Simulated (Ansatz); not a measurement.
**Cd4Te and its competing phases**

Theory: DFT PBE, scalar-relativistic, plane waves, PAW (Ansatz 0.2.0). Settings: cutoff 420 eV, Γ-centred meshes spaced at most about 0.3 Å⁻¹, and about 0.25 Å⁻¹ or finer for metals (2π included), Gaussian smearing. No spin polarisation.

Formation energies are uncorrected and refer to the elements' standard structures at the same level.

Temperature and zero-point effects are left out. These runs have no spin–orbit coupling, which can matter for Te. The reference form of Te is held partly by dispersion forces, which this level lacks.

The competitors are the elements and 1 reference phase of this chemical system (from databases or known types: CdTe), relaxed at the same level; other known phases may be missing.

The candidate was reached from: Hg4Pt type (Im-3m).

```
Cd Te
1.0
    -3.47877    3.47877    3.47877
     3.47877   -3.47877    3.47877
     3.47877    3.47877   -3.47877
Cd Te
4 1
Cartesian
  1.7394 1.7394 1.7394
  -1.7394 1.7394 1.7394
  1.7394 1.7394 -1.7394
  1.7394 -1.7394 1.7394
  0.0000 0.0000 0.0000
```

Problem. Into what would it decompose?

Solution. Its formation energy is 0.305 eV/atom. The lowest competing mixture at this composition is this:

| phase | space group | source | share of atoms | ΔE_f (eV/atom) |
| --- | --- | --- | --- | --- |
| Cd | - | element | 0.6000 | -0.0026 |
| CdTe | F-43m (No. 216) | COD | 0.4000 | -0.464 |

The lowest database cell of Cd (-0.0026) lies slightly below the reference, hence the non-zero entry.

The mixture lies at -0.187 eV/atom, and the candidate lies 0.49 eV/atom above it. The candidate matches no cell in the subsets of the Crystallography Open Database and the Materials Project at hand. A phase this far over the hull is unlikely to be made.
